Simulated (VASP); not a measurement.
# PbSe (Clausthalite) (Fm-3m) in VASP: further runs, part 2 of 2

VASP 6.6.1. Earlier steps stand in the parts before.

**3. Single point, PBE exchange alone**

File INCAR:

```
PREC = Accurate
ENCUT = 520
EDIFF = 1E-6
ISMEAR = -1
SIGMA = 0.05
LREAL = F
LASPH = T
NELM = 100
ALGO = Normal
ISIF = 2
LWAVE = F
LCHARG = F
GGA = PE
ALDAC = 0.0
AGGAC = 0.0
NBANDS = 17
```

File KPOINTS:

```
Automatic mesh
0
Gamma
  8 8 8
```

File POSCAR:

```
PbSe
1.0
    0.0000000000      3.0809197960      3.0809197960
    3.0809197960      0.0000000000      3.0809197960
    3.0809197960      3.0809197960      0.0000000000
Pb Se
1 1
Direct
    0.0000000000      0.0000000000      0.0000000000
    0.5000000000      0.5000000000      0.5000000000
```

Potentials or basis: VASP PAW PBE potentials, release 64 (Pb_d, Se).

Run with:

```
$ cat potpaw_PBE.64/Pb_d/POTCAR potpaw_PBE.64/Se/POTCAR > POTCAR
$ mpirun -np 1 vasp_std > vasp.out
```

OUTCAR:

```text
PREC = Accurate
   ENCUT = 520
   EDIFF = 1E-6
   ISMEAR = -1
   LREAL = F
   LASPH = T
   NELM = 100
   ISIF = 2
   GGA = PE

 ion  position               nearest neighbor table
   1  0.000  0.000  0.000-   2 3.08   2 3.08   2 3.08   2 3.08   2 3.08   2 3.08
   2  0.500  0.500  0.500-   1 3.08   1 3.08   1 3.08   1 3.08   1 3.08   1 3.08

  LATTYP: Found a face centered cubic cell.
 ALAT       =     6.1618395920

  Lattice vectors:

 A1 = (   0.0000000000,   3.0809197960,   3.0809197960)
 A2 = (   3.0809197960,   0.0000000000,   3.0809197960)
 A3 = (   3.0809197960,   3.0809197960,   0.0000000000)

Analysis of symmetry for initial positions (statically):
=====================================================================
 Subroutine PRICEL returns:
 Original cell was already a primitive cell.

 Routine SETGRP: Setting up the symmetry group for a
 face centered cubic supercell.

 Subroutine GETGRP returns: Found 48 space group operations
 (whereof 48 operations were pure point group operations)
 out of a pool of 48 trial point group operations.

The static configuration has the point symmetry O_h .

Analysis of symmetry for dynamics (positions and initial velocities):
=====================================================================
 Subroutine PRICEL returns:
 Original cell was already a primitive cell.

 Routine SETGRP: Setting up the symmetry group for a
 face centered cubic supercell.

 Subroutine GETGRP returns: Found 48 space group operations
 (whereof 48 operations were pure point group operations)
 out of a pool of 48 trial point group operations.

The dynamic configuration has the point symmetry O_h .

 Subroutine INISYM returns: Found 48 space group operations
 (whereof 48 operations are pure point group operations),
 and found     1 'primitive' translations

----------------------------------------------------------------------------------------

                                     Primitive cell

  volume of cell :      58.4886

  direct lattice vectors                    reciprocal lattice vectors
     0.000000000  3.080919796  3.080919796    -0.162289197  0.162289197  0.162289197
     3.080919796  0.000000000  3.080919796     0.162289197 -0.162289197  0.162289197
     3.080919796  3.080919796  0.000000000     0.162289197  0.162289197 -0.162289197

  length of vectors
     4.357078560  4.357078560  4.357078560     0.281093135  0.281093135  0.281093135

  position of ions in fractional coordinates (direct lattice)
     0.000000000  0.000000000  0.000000000
     0.500000000  0.500000000  0.500000000

  ion indices of the primitive-cell ions
   primitive index   ion index
                 1           1
                 2           2

----------------------------------------------------------------------------------------

 KPOINTS: Automatic mesh

Automatic generation of k-mesh.
 Grid dimensions read from file:
 generate k-points for:    8    8    8

 Generating k-lattice:

  Cartesian coordinates                     Fractional coordinates (reciprocal lattice)
    -0.020286150  0.020286150  0.020286150     0.125000000  0.000000000  0.000000000
     0.020286150 -0.020286150  0.020286150     0.000000000  0.125000000  0.000000000
     0.020286150  0.020286150 -0.020286150     0.000000000  0.000000000  0.125000000

  Length of vectors
     0.035136642  0.035136642  0.035136642

  Shift w.r.t. Gamma in fractional coordinates (k-lattice)
     0.000000000  0.000000000  0.000000000

 Subroutine IBZKPT returns following result:
 ===========================================

 Found     29 irreducible k-points:

 Following reciprocal coordinates:
            Coordinates               Weight
  0.000000  0.000000  0.000000      1.000000
  0.125000  0.000000  0.000000      8.000000
  0.250000  0.000000  0.000000      8.000000
  0.375000  0.000000  0.000000      8.000000
  0.500000  0.000000  0.000000      4.000000
  0.125000  0.125000  0.000000      6.000000
[... 16 lines left out ...]
  0.500000  0.250000  0.125000     48.000000
 -0.375000  0.250000  0.125000     24.000000
 [... further k-points ...]
   k-points           NKPTS =     29   k-points in BZ     NKDIM =     29   number of bands    NBANDS=     17
   number of dos      NEDOS =    301   number of ions     NIONS =      2
   total plane-waves  NPLWV =  32768
   dimension x,y,z NGX =    32 NGY =   32 NGZ =   32
   dimension x,y,z NGXF=    64 NGYF=   64 NGZF=   64
   ions per type =               1   1
   NGX,Y,Z   is equivalent  to a cutoff of  12.21, 12.21, 12.21 a.u.
   NGXF,Y,Z  is equivalent  to a cutoff of  24.42, 24.42, 24.42 a.u.
 SYSTEM =  unknown system
   PREC   = accura    normal or accurate (medium, high low for compatibility)
   ISTART =      0    job   : 0-new  1-cont  2-samecut
   ICHARG =      2    charge: 1-file 2-atom 10-const
   ISPIN  =      1    spin polarized calculation?
   LNONCOLLINEAR =      F non collinear calculations
   LSORBIT =      F    spin-orbit coupling
   LASPH  =      T    aspherical Exc in radial PAW
   ENCUT  =  520.0 eV  38.22 Ry    6.18 a.u.   8.10  8.10  8.10*2*pi/ulx,y,z
   NELM   =    100;   NELMIN=  2; NELMDL= -5     # of ELM steps
   EDIFF  = 0.1E-05   stopping-criterion for ELM
   LREAL  =      F    real-space projection
   EDIFFG = 0.1E-04   stopping-criterion for IOM
   NSW    =      0    number of steps for IOM
   IBRION =     -1    ionic relax: 0-MD 1-quasi-New 2-CG
   NFREE  =      0    steps in history (QN), initial steepest desc. (CG)
   ISIF   =      2    stress and relaxation
   ISYM   =      2    0-nonsym 1-usesym 2-fastsym
   POTIM  = 0.5000    time-step for ionic-motion
   TEBEG  =    0.0;   TEEND  =   0.0 temperature during run
   PSTRESS=    0.0 pullay stress
   NELECT =      20.0000    total number of electrons
   NUPDOWN=      -1.0000    fix difference up-down
   EMIN   =  10.00;   EMAX   =-10.00  energy-range for DOS
   EFERMI =   0.00;   METHOD = LEGACY
   ISMEAR =    -1;   SIGMA  =   0.05  broadening in eV -4-tet -1-fermi 0-gaus
   EFERMI_NEDOS =   21; number of points for ismear=-14 and -15
   IALGO  =     38    algorithm
   IMIX   =      4    mixing-type and parameters
     AMIX     =   0.40;   BMIX     =  1.00
     AMIX_MAG =   1.60;   BMIX_MAG =  1.00
  volume/ion in A,a.u.               =      29.24       197.35
  Fermi-wavevector in a.u.,A,eV,Ry     =   1.144795  2.163349 17.831195  1.310556
  Thomas-Fermi vector in A             =   2.281486
   LORBIT       =      0    0 simple, 1 ext, 2 COOP (PROOUT), +10 PAW based schemes
   GGA     = PE    functional components
   LHFCALC =     F    Hartree Fock is set to
   AEXX    =    0.0000 exact exchange contribution
   IVDW    =     0    specifies the selected vdW correction
   LEPSILON=     F    determine dielectric tensor
   LRPA    =     F    only Hartree local field effects (RPA)
 non-spin polarized calculation
  energy-cutoff  :      520.00
  volume of cell :       58.49
 maximum number of plane-waves:      1604
   NGX = 17   NGY = 17   NGZ = 17

 number of electron      19.9999994 magnetization

 Free energy of the ion-electron system (eV)
  ---------------------------------------------------
  ext. energy  EPLUGINS =         0.00000000
  ---------------------------------------------------
  free energy    TOTEN  =        -5.82057974 eV

  energy without entropy =       -5.82050419  energy(sigma->0) =       -5.82054196

 E-fermi :   6.5291     XC(G=0):  -7.8170

 val. band max:        6.2901380291   @ k =   0.5000   0.0000   0.0000
 cond. band min:       6.7679459485   @ k =   0.5000   0.0000   0.0000
 fundamental gap:      0.4778079194
 Fermi energy:         6.5290863242

 k-point     1 :       0.0000    0.0000    0.0000
  band No.  band energies     occupation
      1     -10.3592      2.00000
      2     -10.3592      2.00000
      3     -10.3592      2.00000
      4     -10.3543      2.00000
      5     -10.3543      2.00000
      6      -7.1050      2.00000
[... 9 lines left out ...]
     16      13.0578      0.00000
     17      14.9567      0.00000
[... 441 lines left out ...]
 k-point    24 :      -0.3750    0.2500    0.1250
  band No.  band energies     occupation
      1     -10.4076      2.00000
      2     -10.3661      2.00000
      3     -10.3488      2.00000
      4     -10.3398      2.00000
      5     -10.3259      2.00000
      6      -5.9080      2.00000
[... 9 lines left out ...]
     16      17.2570      0.00000
     17      17.4435      0.00000

 [... further k-points ...]

------------------------ aborting loop because EDIFF is reached ----------------------------------------

  FORCE on cell =-STRESS in cart. coord.  units (eV):
  Direction    XX          YY          ZZ          XY          YZ          ZX
  --------------------------------------------------------------------------------------
  -------------------------------------------------------------------------------------
  Total        3.6505081      3.6505081      3.6505081      0.0000000      0.0000000     -0.0000000
  in kB       99.9983244     99.9983244     99.9983244      0.0000000      0.0000000     -0.0000000
  external PRESSURE =      99.9983244 kB  Pullay stress =       0.0000000 kB

 VOLUME and BASIS-vectors are now :
 -----------------------------------------------------------------------------
  energy-cutoff  :      520.00
  volume of cell :       58.49
      direct lattice vectors                 reciprocal lattice vectors
     0.000000000  3.080919796  3.080919796    -0.162289197  0.162289197  0.162289197
     3.080919796  0.000000000  3.080919796     0.162289197 -0.162289197  0.162289197
     3.080919796  3.080919796  0.000000000     0.162289197  0.162289197 -0.162289197

 POSITION                                       TOTAL-FORCE (eV/Angst)
 -----------------------------------------------------------------------------------
      0.00000      0.00000      0.00000         0.000000      0.000000      0.000000
      3.08092      3.08092      3.08092        -0.000000     -0.000000     -0.000000
 -----------------------------------------------------------------------------------
    total drift:                                0.000000     -0.000000     -0.000000

  FREE ENERGIE OF THE ION-ELECTRON SYSTEM (eV)
  ---------------------------------------------------
  free  energy   TOTEN  =        -5.8205797370 eV

  energy  without entropy=       -5.8205041911  energy(sigma->0) =       -5.82054196
```

OSZICAR:

```text
N       E                     dE             d eps       ncg     rms          rms(c)
DAV:   1     0.161771902509E+03    0.16177E+03   -0.94932E+03   986   0.119E+03
DAV:   2     0.603529033031E+01   -0.15574E+03   -0.15014E+03  1029   0.309E+02
DAV:   3    -0.591558320750E+01   -0.11951E+02   -0.11848E+02  1307   0.894E+01
DAV:   4    -0.619268947609E+01   -0.27711E+00   -0.27695E+00  1208   0.156E+01
DAV:   5    -0.620268593891E+01   -0.99965E-02   -0.99958E-02  1415   0.291E+00    0.291E+00
DAV:   6    -0.581305700997E+01    0.38963E+00   -0.10299E+00  1455   0.803E+00    0.158E+00
DAV:   7    -0.581415374852E+01   -0.10967E-02   -0.15947E-01  1216   0.219E+00    0.925E-01
DAV:   8    -0.582124841018E+01   -0.70947E-02   -0.19403E-02  1095   0.138E+00    0.236E-01
DAV:   9    -0.582041258927E+01    0.83582E-03   -0.36394E-03  1408   0.547E-01    0.731E-02
DAV:  10    -0.582057189701E+01   -0.15931E-03   -0.37053E-04  1109   0.117E-01    0.355E-02
DAV:  11    -0.582057902030E+01   -0.71233E-05   -0.56567E-05  1337   0.710E-02    0.328E-03
DAV:  12    -0.582057973700E+01   -0.71670E-06   -0.42943E-06  1135   0.157E-02
   1 F= -.58205797E+01 E0= -.58205420E+01  d E =-.755459E-04
```

Run time: 17 s. Hardware: 1 thread of Intel Xeon Platinum 8375C at 2.90GHz (Ice Lake), shared host; peak memory 0.19 GiB.

What came out:

- Free energy: -5.8206 eV
- Pressure: 10.0 GPa
- Band gap on the k mesh: 0.48 eV, direct

Caveat: spin-orbit coupling is left out, which moves the levels of the heavy elements. A k mesh can miss the band edges.

**4. Comparison with measurements**

Step 2. A measured gap of PbSe is 0.28 eV (direct; 300 K; a printed reference work, monograph); the calculated 0.44 eV misses it by +0.16 eV. 2 values of this kind are on record (0.15 to 0.28 eV); this one was drawn at random. Spin-orbit coupling on Pb, Se is left out. The value is that of RPBE+D4 on a finite k mesh, which can miss the band edges, without temperature or zero-point motion.
